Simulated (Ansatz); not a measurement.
Input for Ansatz (plane-wave DFT, PAW):

```yaml
crystal:
  lattice:
    - [6.5132825556, 0.0, 0.0]
    - [-3.2566412778, 6.0107644543, 0.0]
    - [0.0, 0.0, 21.4744561057]
  atoms:
    - { symbol: Sn, position: [0.1467744399, 0.2935488799, 0.3725356284] }
    - { symbol: Sn, position: [0.1467744399, 0.7935488799, 0.3725356284] }
    - { symbol: Sn, position: [0.6467744399, 0.2935488799, 0.3725356284] }
    - { symbol: Sn, position: [0.6467744399, 0.7935488799, 0.3725356284] }
    - { symbol: Sn, position: [0.2935488799, 0.5870977598, 0.5] }
    - { symbol: Sn, position: [0.2935488799, 0.0870977598, 0.5] }
    - { symbol: Sn, position: [0.7935488799, 0.5870977598, 0.5] }
    - { symbol: Sn, position: [0.7935488799, 0.0870977598, 0.5] }
    - { symbol: Sn, position: [0.4403233198, 0.8806466397, 0.6274643716] }
    - { symbol: Sn, position: [0.4403233198, 0.3806466397, 0.6274643716] }
    - { symbol: Sn, position: [0.9403233198, 0.8806466397, 0.6274643716] }
    - { symbol: Sn, position: [0.9403233198, 0.3806466397, 0.6274643716] }
basis:
  ecutwfc: 420
kpoints:
  mp_grid: { grid: [3, 3, 1] }
hamiltonian:
  xc: pbe
  dispersion: d3bj
scf:
  occupations: { method: gaussian, width: 0.1 }
output:
  forces: true
  eigenvalues: true
relax:
  adjacent_minimum: "off"
  f_tol: 0.03
  max_steps: 70
  constraints: [{ sites: [0, 1, 2, 3] }]
efield:
  axis: 3
  dipole_correction: true
  ramp_width: 0.04
```

Launched with
```bash
ansatz run input.yaml --threads 4 --pin off --max-ram 10240MiB --backend cpu --events-out ev --progress --plain --runs-dir out
```

Level of theory: Ansatz, DFT PBE+D3(BJ), scalar-relativistic, plane waves, PAW.

From the run's log, abridged (final results; tables in files aren't shown):

```
SCF converged after 2 iterations
Free energy (F): -72291.603800 eV
Harris-Foulkes:  -72291.603801 eV  (|F-HF|=6.78e-8)
Internal energy: -72291.583387 eV  (E = F + TS)
E sigma→0 (E₀):  -72291.593594 eV
Entropy (-TS):   -0.020414 eV (-1.701 meV/atom)
Fermi energy:    2.079323 eV
Dipole field:    D = 0.000034 V/Å  (p = 0.000157 e·Å, saw-weighted, corrected)
Work function:   Φ+ = 3.6386 eV   Φ− = 3.6394 eV
Levels:          The Fermi level and band energies are counted from a zero that moves with the ramp; work functions are not
--- Per-component energies (eV) ---
  E_band       = -2477.190757
  E_kinetic    = 2236.223670
  E_local      = -110950.447213  (includes V_loc(G=0)·N_el)
  E_nonlocal   = -392.024556
  E_hartree    = 56009.157552
  E_xc         = -4595.637023
  E_vxc        = -1156.655457  (∫ρ·V_xc dr)
  E_paw        = -49616.828048  (= ΣΔE_a)
  E_vpaw       = -4232.603299  (= ΣTr[D̂ρ^β])
  E_aug_tail   = -0.000005  (compensation charges beyond the density's cutoff)
  E_efield     = 0.000000  (sawtooth field / dipole correction)
  E_vefield    = 0.001175  (∫n·V_field dr)
  E_ewald      = 35021.447640
  E_disp       = -3.475403  (pairwise vdW)
  E_smearing   = -0.020414  (= −TS)
--- Forces (eV/Å), atoms counted from 1 ---
  atom   1  Sn     0.00000000    -0.00881453     0.00589345
  atom   2  Sn     0.00000000    -0.00881453     0.00589345
  atom   3  Sn     0.00000000    -0.00881453     0.00589345
  atom   4  Sn     0.00000000    -0.00881453     0.00589345
  atom   5  Sn     0.00000000     0.00853322     0.00476377
  atom   6  Sn     0.00000000     0.00853322     0.00476377
  atom   7  Sn     0.00000000     0.00853322     0.00476377
  atom   8  Sn     0.00000000     0.00853322     0.00476377
  atom   9  Sn     0.00000000     0.00027952    -0.01066852
  atom  10  Sn     0.00000000     0.00027952    -0.01066852
  atom  11  Sn     0.00000000     0.00027952    -0.01066852
  atom  12  Sn     0.00000000     0.00027952    -0.01066852
--- Band table (eV) ---
  k-point 0: bands = ["-19.7635", "-19.7447", "-19.7447", "-19.7349", "-19.7100", "-19.7100", "-19.7076", "-19.6985", "-19.6955", "-19.6935", "-19.6935", "-19.6823", "-19.6745", "-19.6666", "-19.6666", "-19.6564", "-19.6564", "-19.6560", "-19.6533", "-19.6493", "-19.6389", "-19.6357", "-19.6345", "-19.6341", "-19.6341", "-19.6099", "-19.6082", "-19.6065", "-19.6065", "-19.5911", "-19.5851", "-19.5780", "-19.5726", "-19.5717", "-19.5679", "-19.5679", "-19.5671", "-19.5671", "-19.5383", "-19.5266", "-19.5243", "-19.5196", "-19.5196", "-19.5069", "-19.5069", "-19.4977", "-19.4629", "-19.4629", "-19.4625", "-19.4312", "-19.4312", "-19.4295", "-19.4268", "-19.4252", "-19.4196", "-19.4196", "-19.4 ...
  k-point 1: bands = ["-19.7486", "-19.7289", "-19.7181", "-19.7167", "-19.7167", "-19.7139", "-19.6841", "-19.6841", "-19.6776", "-19.6750", "-19.6750", "-19.6702", "-19.6669", "-19.6669", "-19.6614", "-19.6555", "-19.6555", "-19.6552", "-19.6400", "-19.6400", "-19.6381", "-19.6350", "-19.6296", "-19.6246", "-19.6232", "-19.6090", "-19.6089", "-19.6089", "-19.6030", "-19.5983", "-19.5983", "-19.5976", "-19.5942", "-19.5838", "-19.5784", "-19.5775", "-19.5542", "-19.5523", "-19.5388", "-19.5388", "-19.5342", "-19.5342", "-19.5231", "-19.5231", "-19.5047", "-19.4786", "-19.4646", "-19.4624", "-19.4624", "-19.4501", "-19.4501", "-19.4437", "-19.4434", "-19.4350", "-19.4324", "-19.4324", "-19.4 ...
  k-point 2: bands = ["-19.7243", "-19.7165", "-19.7124", "-19.7005", "-19.6884", "-19.6876", "-19.6796", "-19.6791", "-19.6775", "-19.6741", "-19.6682", "-19.6636", "-19.6613", "-19.6607", "-19.6592", "-19.6588", "-19.6526", "-19.6522", "-19.6492", "-19.6476", "-19.6396", "-19.6321", "-19.6316", "-19.6301", "-19.6218", "-19.6167", "-19.6107", "-19.6092", "-19.6041", "-19.6033", "-19.5956", "-19.5933", "-19.5926", "-19.5838", "-19.5580", "-19.5560", "-19.5539", "-19.5526", "-19.5525", "-19.5518", "-19.5487", "-19.5476", "-19.5314", "-19.5300", "-19.5261", "-19.4935", "-19.4697", "-19.4649", "-19.4589", "-19.4516", "-19.4491", "-19.4490", "-19.4469", "-19.4444", "-19.4366", "-19.4260", "-19.4 ...
  k-point 3: bands = ["-19.6951", "-19.6951", "-19.6897", "-19.6871", "-19.6871", "-19.6871", "-19.6866", "-19.6846", "-19.6780", "-19.6720", "-19.6720", "-19.6627", "-19.6627", "-19.6615", "-19.6553", "-19.6460", "-19.6445", "-19.6445", "-19.6357", "-19.6327", "-19.6317", "-19.6317", "-19.6281", "-19.6234", "-19.6234", "-19.6184", "-19.6126", "-19.6101", "-19.6081", "-19.6081", "-19.6060", "-19.6046", "-19.5887", "-19.5818", "-19.5748", "-19.5748", "-19.5729", "-19.5729", "-19.5676", "-19.5658", "-19.5415", "-19.5415", "-19.5232", "-19.5000", "-19.5000", "-19.4993", "-19.4817", "-19.4714", "-19.4669", "-19.4595", "-19.4582", "-19.4582", "-19.4422", "-19.4409", "-19.4395", "-19.4395", "-19.4 ...
--- Relaxed structure (6 steps of the walk, 6 accepted, 0 SCFs on fresh bases) ---
  F+E_penalty+E_count = -72291.60380044 eV   max|allowed force component| = 1.067e-2 eV/Å
  atoms:
    - { symbol: Sn, position: [0.14677443, 0.2935488799, 0.37253562] }
    - { symbol: Sn, position: [0.14677443995, 0.7935488799, 0.37253562] }
    - { symbol: Sn, position: [0.64677443995, 0.2935488799, 0.37253562] }
    - { symbol: Sn, position: [0.64677443995, 0.7935488799, 0.37253562] }
    - { symbol: Sn, position: [0.30604455, 0.61208911, 0.49033017] }
    - { symbol: Sn, position: [0.30604455, 0.11208911, 0.49033017] }
    - { symbol: Sn, position: [0.80604455, 0.61208911, 0.49033017] }
    - { symbol: Sn, position: [0.80604455, 0.11208911, 0.49033017] }
    - { symbol: Sn, position: [0.46717913, 0.93435827, 0.60824705] }
    - { symbol: Sn, position: [0.46717913, 0.43435827, 0.60824705] }
    - { symbol: Sn, position: [0.96717913, 0.93435827, 0.60824705] }
    - { symbol: Sn, position: [0.96717913, 0.43435827, 0.60824705] }
```

The relaxation met its thresholds.

Time: 58 s on 4 threads of Arm Neoverse V1 (shared host), peak memory 1.7 GiB.